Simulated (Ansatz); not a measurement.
All numbers below come from DFT PBE, scalar-relativistic, plane waves, PAW in Ansatz. All cells share a 420 eV cutoff and Γ-centred k meshes spaced at most about 0.3 Å⁻¹ (about 0.25 or finer for metals, 2π included). No spin polarisation.

These are static total energies at zero pressure.

Task: Order these relaxed structures of Ga2As5 by energy, lowest first, with the energy over the lowest of them.
A.

```
CELL_PARAMETERS angstrom
3.95826 0.00000 0.00000
-1.97913 3.42796 0.00000
0.00000 0.00000 25.18679
ATOMIC_POSITIONS crystal
Ga 0.66667 0.33333 0.87638
Ga 0.00000 0.00000 0.74107
Ga 0.33333 0.66667 0.12362
Ga 0.00000 0.00000 0.25893
As 0.00000 0.00000 0.59482
As 0.33333 0.66667 0.54460
As 0.00000 0.00000 0.84372
As 0.33333 0.66667 0.70461
As 0.66667 0.33333 0.97969
As 0.00000 0.00000 0.15628
As 0.66667 0.33333 0.29540
As 0.33333 0.66667 0.02031
As 0.00000 0.00000 0.40518
As 0.66667 0.33333 0.45540
```

B.

```
CELL_PARAMETERS angstrom
1.92323 1.11038 11.65331
-1.92323 1.11038 11.65331
0.00000 -2.22075 11.65331
ATOMIC_POSITIONS crystal
Ga 0.70727 0.70727 0.70727
Ga 0.29274 0.29274 0.29274
As 0.43149 0.43149 0.43149
As 0.56851 0.56851 0.56851
As 0.00000 0.00000 0.00000
As 0.13588 0.13588 0.13588
As 0.86412 0.86412 0.86412
```

Result: A (0 meV/atom), B (28 meV/atom). Forms: A P-3m1; B R-3m. Counting As atoms around Ga (those within 1.25 times the shortest such distance or 1.15 times the sum of covalent radii, 1.27 where that leaves under three; a plus sign parts nearer from farther groups): A has Ga 4; B has Ga 3+3. A and B both hold As–As nets. Both come from invented guesses. The lowest form computed isn't among them: it has space group P3m1 (No. 156), 24.0 Å³/atom and lies 57 meV/atom below the best shown.

For metals, differences of a few meV/atom aren't resolved. Weakly bound directions are ill-defined at this level, which has no dispersion term (P-3m1, R-3m), and this can change margins and order among such cells. In R-3m an odd number of electrons in the primitive cell allows no gap without spin; a larger cell or a magnetic state could open one. Cells relaxed within their symmetry can be saddle points. Some types were kept out of the candidates beforehand, so the set may lack a known form.
